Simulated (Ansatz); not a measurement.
# ⁹⁵Mo NMR of the central transition in Te₂Mo at a changed volume

Cell: an entry of the Crystallography Open Database (COD), relaxed with PBE at fixed cell and then changed (volume scaled by 1.02, ions relaxed).

```cif
data_structure
_symmetry_space_group_name_H-M 'P 1'
_symmetry_Int_Tables_number 1
_cell_length_a 3.5415
_cell_length_b 3.5415
_cell_length_c 14.0661
_cell_angle_alpha 90.000
_cell_angle_beta 90.000
_cell_angle_gamma 120.000
_cell_volume 152.78
loop_
_atom_site_label
_atom_site_type_symbol
_atom_site_fract_x
_atom_site_fract_y
_atom_site_fract_z
_atom_site_occupancy
Te1 Te 0.33333 0.66667 0.62148 1
Te2 Te 0.66667 0.33333 0.12148 1
Te3 Te 0.33333 0.66667 0.87852 1
Te4 Te 0.66667 0.33333 0.37852 1
Mo5 Mo 0.33333 0.66667 0.25000 1
Mo6 Mo 0.66667 0.33333 0.75000 1
```

Sites (sets of like atoms) are named by element and the number of their first atom in this list.

Computed with Ansatz: DFT, PBE, plane waves and PAW, scalar-relativistic, 420 eV cutoff, Γ-centred 14×14×3 k-points, Fermi–Dirac smearing 0.02 eV.

⁹⁵Mo has I = 5/2 and Q = -22.00 mb (Pyykkö 2018); at 18.8 T its Larmor frequency is ν₀ = 52.4 MHz (from the bare nuclear moment; shielding lowers the observed one by a per cent or two). Only the quadrupole interaction is simulated: positions count from each site's isotropic chemical shift, and J coupling is left out, as are shift anisotropy and dipolar coupling, which fast spinning averages.

(1) Simulate the second-order pattern (fast magic-angle spinning, Gaussian broadening 0.2 kHz) of site Mo (6 Te at 2.73 Å).

Results:

(1) The calculation gives C_Q = 3.61 MHz and η = 0.00, so ν_Q = 0.542 MHz and the centre of gravity lies at -28.5 ppm (-1.49 kHz).

```json
{"offset (kHz)": "-3.892", "height": "0"}
{"offset (kHz)": "-3.801", "height": "1"}
{"offset (kHz)": "-3.709", "height": "3"}
{"offset (kHz)": "-3.618", "height": "5"}
{"offset (kHz)": "-3.527", "height": "5"}
{"offset (kHz)": "-3.435", "height": "6"}
{"offset (kHz)": "-3.344", "height": "6"}
{"offset (kHz)": "-3.252", "height": "6"}
{"offset (kHz)": "-3.161", "height": "6"}
{"offset (kHz)": "-3.070", "height": "6"}
{"offset (kHz)": "-2.978", "height": "6"}
{"offset (kHz)": "-2.887", "height": "6"}
{"offset (kHz)": "-2.795", "height": "7"}
{"offset (kHz)": "-2.704", "height": "7"}
{"offset (kHz)": "-2.612", "height": "7"}
{"offset (kHz)": "-2.521", "height": "11"}
{"offset (kHz)": "-2.430", "height": "29"}
{"offset (kHz)": "-2.338", "height": "65"}
{"offset (kHz)": "-2.247", "height": "78"}
{"offset (kHz)": "-2.155", "height": "64"}
{"offset (kHz)": "-2.064", "height": "52"}
{"offset (kHz)": "-1.972", "height": "47"}
{"offset (kHz)": "-1.881", "height": "44"}
{"offset (kHz)": "-1.790", "height": "42"}
{"offset (kHz)": "-1.698", "height": "41"}
{"offset (kHz)": "-1.607", "height": "40"}
{"offset (kHz)": "-1.515", "height": "40"}
{"offset (kHz)": "-1.424", "height": "40"}
{"offset (kHz)": "-1.332", "height": "41"}
{"offset (kHz)": "-1.241", "height": "42"}
{"offset (kHz)": "-1.150", "height": "43"}
{"offset (kHz)": "-1.058", "height": "46"}
{"offset (kHz)": "-0.967", "height": "49"}
{"offset (kHz)": "-0.875", "height": "55"}
{"offset (kHz)": "-0.784", "height": "65"}
{"offset (kHz)": "-0.692", "height": "84"}
{"offset (kHz)": "-0.601", "height": "100"}
{"offset (kHz)": "-0.510", "height": "72"}
{"offset (kHz)": "-0.418", "height": "23"}
{"offset (kHz)": "-0.327", "height": "3"}
```

An axis of threefold or higher order runs through Mo, so V_zz lies along it and η is zero.

Without spin–orbit coupling the gradients at and beside Te can be off by some per cent, at some sites by more.
